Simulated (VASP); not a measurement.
**SiC: band structure with HSE06**

Crystal: SiC.

```
CELL_PARAMETERS angstrom
3.09310 0.00000 0.00000
-1.54655 2.67870 0.00000
0.00000 0.00000 10.12608
ATOMIC_POSITIONS crystal
Si 0.66667 0.33333 0.93785
Si 0.33333 0.66667 0.43785
Si 0.00000 0.00000 0.68790
Si 0.00000 0.00000 0.18790
C 0.66667 0.33333 0.74981
C 0.33333 0.66667 0.24981
C 0.00000 0.00000 0.50045
C 0.00000 0.00000 0.00045
```

The cell is a database's computed one.

```
Program                            : VASP 6.6.1
Task                               : band structure
Functional                         : HSE06
Potentials or basis                : VASP PAW PBE potentials, release 64 (Si, C)
Cutoff                             : 450 eV
k mesh                             : 8 × 8 × 4
Occupations                        : gaussian, width 0.02 eV
Spin                               : no spin polarisation
Grid for exact exchange (PRECFOCK) : Fast
Screening parameter                : 0.2 1/A
Further INCAR settings             : ALGO = Normal; EDIFF = 1e-06
```

```yaml
Largest_force: 0.009 eV/Å
Band_gap_on_the_k_mesh: 3.16 eV, indirect (least direct gap 4.39 eV)
Band_gap_along_the_path: 3.16 eV, indirect (least direct gap 4.39 eV)
```

Forces in eV/Å, atoms in the order of the input:
```
Si   0.000  0.000  0.005
Si   0.000  0.000  0.005
Si   0.000  0.000  0.008
Si   0.000  0.000  0.008
C    0.000  0.000 -0.009
C    0.000  0.000 -0.009
C    0.000  0.000 -0.005
C    0.000  0.000 -0.005
```

Levels at the corners of the path, in eV from the valence-band top:
```csv
point,band 13,band 14,band 15,band 16,band 17,band 18,band 19,band 20
Γ,-0.64,-0.05,0.00,0.00,6.16,6.77,7.43,7.44
M,-2.58,-2.42,-1.71,-1.24,3.16,3.29,5.25,5.78
M,-2.58,-2.42,-1.71,-1.24,3.16,3.29,5.25,5.78
K,-4.30,-3.07,-3.07,-1.83,4.99,4.99,6.27,6.72
K,-4.30,-3.07,-3.07,-1.83,4.99,4.99,6.27,6.72
Γ,-0.64,-0.05,0.00,0.00,6.16,6.77,7.43,7.46
Γ,-0.64,-0.05,0.00,0.00,6.16,6.77,7.43,7.44
A,-0.23,-0.23,-0.23,-0.23,6.38,6.38,7.92,7.95
A,-0.23,-0.23,-0.23,-0.23,6.38,6.38,7.91,7.94
L,-2.67,-2.67,-1.70,-1.70,3.58,3.58,5.24,5.24
L,-2.67,-2.67,-1.70,-1.70,3.58,3.58,5.24,5.24
H,-2.98,-2.98,-2.65,-2.65,4.23,4.23,7.86,7.87
H,-2.98,-2.98,-2.65,-2.65,4.23,4.23,7.86,7.87
A,-0.23,-0.23,-0.23,-0.23,6.38,6.38,7.92,8.01
L,-2.67,-2.67,-1.70,-1.70,3.58,3.58,5.24,5.24
M,-2.58,-2.42,-1.71,-1.24,3.16,3.29,5.25,5.78
K,-4.30,-3.07,-3.07,-1.83,4.99,4.99,6.27,6.72
H,-2.98,-2.98,-2.65,-2.65,4.23,4.23,7.86,7.88
```

Run time: 61 min on 4 MPI ranks on Intel(R) Xeon(R) 6975P-C (Granite Rapids), on a shared host, peak memory 0.42 GiB a rank.

Caveat: the PAW data sets were made with another functional, which shifts forces and pressure a little.
